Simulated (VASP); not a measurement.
**BAs: relaxation of the atoms with PBE**

BAs:

```
B As
1.0
     0.00000    2.39225    2.39225
     2.39225    0.00000    2.39225
     2.39225    2.39225    0.00000
B As
1 1
Direct
  0.00000 0.00000 0.00000
  0.25000 0.25000 0.25000
```

The cell isn't the ideal one: a relaxed cell with its volume scaled by 0.98.

```json
{"Program": "VASP 6.6.1", "Task": "relaxation of the atoms", "Functional": "PBE", "Potentials or basis": "VASP PAW PBE potentials, release 64 (B_s, As)", "Cutoff": "300 eV", "k mesh": "5 × 5 × 5", "Occupations": "gaussian, width 0.03 eV", "Spin": "no spin polarisation", "Further INCAR settings": "ALGO = Normal; EDIFF = 1e-07; IBRION = 2; EDIFFG = -0.01; NSW = 40"}
```

* Band gap on the k mesh: 1.17 eV, indirect (least direct gap 3.26 eV)

Final structure:
```xyz
2
Lattice="0.0000 2.3922 2.3922 2.3922 0.0000 2.3922 2.3922 2.3922 0.0000" Properties=species:S:1:pos:R:3 pbc="T T T"
B     0.0000    0.0000    0.0000
As    1.1961    1.1961    1.1961
```

Levels at points of the mesh, in eV from the valence-band top:
```tsv
k point	band 1	band 2	band 3	band 4	band 5	band 6	band 7	band 8
(0.00, 0.00, 0.00)	-15.37	0.00	0.00	0.00	3.26	3.26	3.26	4.62
```

Run time: 5.5 s on 1 thread of Intel(R) Xeon(R) Platinum 8488C (Sapphire Rapids), with other jobs on the host, peak memory 0.11 GiB.

Caveat: the k mesh is coarse (spacing up to 0.45 Å⁻¹), so the values aren't converged; the relaxation stopped at its first step, so nothing moved; an odd mesh through Γ misses points on the zone boundary, where band edges often lie.
